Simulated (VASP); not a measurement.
Input:

```
GeO2
1.0
    2.54452    -4.40723     0.00000
    2.54452     4.40723     0.00000
    0.00000     0.00000     5.77281
Ge O
3 6
Direct
  0.00000   0.45594   0.33333
  0.54406   0.54406   0.00000
  0.45594   0.00000   0.66667
  0.29799   0.39765   0.24162
  0.60235   0.90034   0.90829
  0.70201   0.09966   0.42505
  0.90034   0.60235   0.09171
  0.39765   0.29799   0.75838
  0.09966   0.70201   0.57495
```

Method: PBE GGA, VASP's PBE PAW potentials (set 64) (plane waves; VASP 6.6.1). Settings: 520 eV cut-off, Gaussian smearing of 0.050 eV, potentials Ge_d O.

### Question
Give the energies of bands 28 to 41 at the high-symmetry points, in eV from the valence-band maximum.

### Answer

| band | Γ | M | K | A | L | H |
|---|---|---|---|---|---|---|
| 28 | -2.19 | -2.43 | -2.17 | -2.34 | -2.51 | -2.52 |
| 29 | -2.09 | -2.18 | -2.17 | -2.34 | -2.37 | -2.02 |
| 30 | -2.09 | -1.91 | -2.08 | -1.88 | -1.70 | -2.02 |
| 31 | -1.84 | -1.61 | -1.67 | -1.20 | -1.41 | -1.31 |
| 32 | -1.11 | -1.49 | -1.67 | -1.20 | -1.36 | -1.22 |
| 33 | -0.95 | -1.21 | -1.20 | -0.96 | -0.96 | -1.22 |
| 34 | -0.95 | -0.93 | -1.07 | -0.87 | -0.88 | -0.73 |
| 35 | -0.43 | -0.52 | -0.43 | -0.87 | -0.72 | -0.69 |
| 36 | -0.43 | -0.40 | -0.43 | -0.51 | -0.57 | -0.69 |
| 37 | -0.43 | -0.21 | -0.18 | -0.51 | -0.52 | -0.40 |
| 38 | -0.07 | -0.21 | -0.18 | -0.49 | -0.32 | -0.24 |
| 39 | -0.07 | -0.03 | 0.00 | -0.05 | -0.02 | -0.24 |
| 40 | 3.22 | 5.10 | 5.68 | 5.07 | 5.26 | 5.27 |
| 41 | 7.26 | 6.17 | 5.68 | 5.07 | 6.20 | 6.79 |

The gap is indirect, 3.22 eV, from the valence maximum at K to the conduction minimum at Γ.

The compound is GeO2 in the quartz structure, a metastable form; rutile is stable. It was relaxed first, which changed the volume by +7 %.
